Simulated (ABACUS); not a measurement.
The system is BeS.

```
S Be
1.0
     0.00000    2.42500    2.42500
     2.42500    0.00000    2.42500
     2.42500    2.42500    0.00000
S Be
1 1
Direct
  0.25000 0.25000 0.25000
  0.00000 0.00000 0.00000
```

Base run:

| Quantity | Value |
| --- | --- |
| Program | ABACUS 3.10.1 |
| Functional | PBE |
| Potentials or basis | PseudoDojo NC SR 0.4.1 PBE standard |
| Cutoff | 1211 eV |
| Density cutoff | 4844 eV |
| Basis | plane waves |
| k mesh | 6 × 6 × 6 |
| Occupations | fermi-dirac, width 0.05 eV |
| Spin | no spin polarisation |

Its results: band gap on the k mesh 3.11 eV, indirect (least direct gap 5.66 eV); pressure 1.7 GPa.

Task: The run is repeated on the same cell with these changes: cutoff from 1211 eV to 1361 eV; density cutoff from 4844 eV to 5442 eV; basis from plane waves to TZDP LCAO (the cutoffs set its grid). What comes out?

Result: Band gap on the k mesh 3.11 eV, indirect (least direct gap 5.67 eV); pressure 2.5 GPa.

Caveats: the atomic orbitals were generated for these runs and aren't a published set (some runs); the basis of atomic orbitals isn't converged, which shifts pressures, moduli and gaps (some runs).

A k mesh can miss the band edges.
